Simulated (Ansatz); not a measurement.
A run of Ansatz 0.2.0 is set up as follows.

The input input.yaml:

```yaml
crystal:
  lattice:
    - [0.0, 3.611146, 3.611146]
    - [3.611146, 0.0, 3.611146]
    - [3.611146, 3.611146, 0.0]
  atoms:
    - { symbol: Te, position: [0.25, 0.25, 0.25] }
    - { symbol: Sn, position: [0.0, 0.0, 0.0] }
kpoints:
  mp_grid: { grid: [5, 5, 5] }
scf:
  occupations: { method: fermi_dirac, width: 0.05 }
hamiltonian:
  xc: pbesol
  pseudopotentials: { kind: all_electron, lapw: { basis_error: 0.001 } }
output:
  forces: true
  stress: true
elastic:
  mode: relaxed_ion
  stencil: two_point
```

Potentials or basis: all-electron LAPW, scalar-relativistic.

The run is started by

```sh
$ ansatz run input.yaml --threads 1 --pin off --max-ram 3072MiB --backend cpu --events-out ev --progress --plain --runs-dir out
```

What does it give for the elastic constants C11, C12, C44?

23, 21, -8 GPa.

Estimate the Voigt bulk modulus.

21 GPa.

Predict the band gap on the k mesh.

0.37 eV, indirect (least direct gap 0.82 eV).

Predict the pressure.

-1.4 GPa.

Elastic tensor in Voigt notation (GPa, in the Cartesian axes of the cell as first typed):
```
23 21 21  0  0  0
21 23 21  0  0  0
21 21 23  0  0  0
 0  0  0 -8  0  0
 0  0  0  0 -8  0
 0  0  0  0  0 -8
```

Caveat: a metal's response needs a denser mesh; the elastic tensor has a negative eigenvalue, so either the cell is unstable as it stands or the mesh is too thin; spin-orbit coupling is left out, which moves the levels of the heavy elements; an odd mesh through Γ misses points on the zone boundary, where band edges often lie.
